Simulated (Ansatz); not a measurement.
# Hf: which structure wins at one pressure

Which of fcc, bcc, hcp, sc, diamond, beta tin has the lowest enthalpy for Hf at one common pressure? Methods of the runs shown: LAPW. Companion runs by PAW are cited.

Program: Ansatz 0.2.0. Level of theory: DFT, PBE, all-electron LAPW, scalar-relativistic. These are calculated values, not measurements.

### 1 The structure to begin with

The structure is cubic, space group Fm-3m (No. 225). The conventional cell has a = 4.184 Å, b = 4.184 Å, c = 4.184 Å, α = 90.00°, β = 90.00°, γ = 90.00°. Hf (site symmetry m-3m) is surrounded by 12 Hf at 2.96 Å.

Coordinates:

```
CELL_PARAMETERS angstrom
0.00000 2.09209 2.09209
2.09209 0.00000 2.09209
2.09209 2.09209 0.00000
ATOMIC_POSITIONS crystal
Hf 0.00000 0.00000 0.00000
```

### 2 Fcc relaxed under pressure, LAPW

input.yaml

```yaml
crystal:
  lattice:
    - [0.0, 2.0920874482, 2.0920874482]
    - [2.0920874482, 0.0, 2.0920874482]
    - [2.0920874482, 2.0920874482, 0.0]
  atoms:
    - { symbol: Hf, position: [0.0, 0.0, 0.0] }
kpoints:
  mp_grid: { grid: [16, 16, 16] }
scf:
  occupations: { method: fermi_dirac, width: 0.08 }
hamiltonian:
  xc: pbe
  pseudopotentials: { kind: all_electron, lapw: { basis_error: 0.0005 } }
output:
  forces: true
  stress: true
  eigenvalues: true
relax:
  f_tol: 0.005
  max_steps: 12
  cell: { p_target: 30.0, stress_tol: 0.03 }
```

Launch:

```sh
ansatz run input.yaml --threads 1 --pin off --max-ram 3584MiB --backend cpu --events-out ev --progress --plain --runs-dir out
```

The runs that follow: Bcc relaxed under pressure, LAPW; Hcp relaxed under pressure, LAPW; Sc relaxed under pressure, LAPW; Diamond relaxed under pressure, LAPW; Beta tin relaxed under pressure, LAPW.

Q: Predict the outcome of this session. Wanted: pressure; lowest (for each run or level that gives them).

The runs gave:

```
     quantity                         value
     pressure                        30 GPa
lowest (LAPW)  hcp, 50.8 meV/atom under fcc
 lowest (PAW)  hcp, 50.6 meV/atom under fcc
```

What this shows: By LAPW the order is hcp < fcc < bcc < beta tin < sc < diamond. By PAW the order is hcp < fcc < bcc < beta tin < sc < diamond. The methods agree on the lowest phase. Only these structures were tried, with electrons smeared by 0.08 eV and without vibrations, so the true ground state may be another. The k meshes differ between phases and weren't tested, which can move differences by some meV. Spin-orbit coupling is left out, though the cell holds Hf; in elements this heavy it can shift bands and gaps by tenths of an eV.
